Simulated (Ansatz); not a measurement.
Runs of Ansatz 0.2.0 on Fe. It takes space group Im-3m (No. 229, cubic). The conventional cell has a = 2.886 Å, b = 2.886 Å, c = 2.886 Å, α = 90.00°, β = 90.00°, γ = 90.00°. Around Fe (site symmetry m-3m) lie 8 Fe at 2.50 Å. 

```tsv
task	level	cell	cutoff (eV)	smearing	gap on the mesh (eV)	pressure (GPa)	moment (μB)	relaxed volume (Å³/atom)
relaxation of cell and atoms	BLYP	relaxed	-	fermi-dirac 0.05 eV	-	0.0	2.15	11.80
relaxation of cell and atoms	PBE+D3(BJ)+ATM	relaxed	-	fermi-dirac 0.05 eV	-	0.0	2.08	(b)
single point	PBE	as given	303	gaussian 0.022 eV	none	-9.8	2.24	-
relaxation of cell and atoms	PBE+D3(BJ)	relaxed	-	fermi-dirac 0.05 eV	-	0.0	2.08	(c)
single point	PBE	as given	303	gaussian 0.05 eV	none	-9.8	2.24	-
relaxation of cell and atoms	PBE	relaxed	-	fermi-dirac 0.05 eV	-	0.0	(a)	11.30
single point	RPBE	as given	303	gaussian 0.1 eV	none	-3.6	2.29	-
single point	PBE	as given	303	gaussian 0.018 eV	none	-9.8	2.24	-
```

Alike in all rows: potentials or basis all-electron LAPW, scalar-relativistic; spin collinear, ferromagnetic start; k mesh 13 × 13 × 13; basis error allowed 0.001 eV/atom.

**Question.** Estimate the missing entries.

**Answer.** (a) 2.11; (b) 11.06; (c) 11.01.

A gap of «none» marks a metal or a gap under the smearing width.
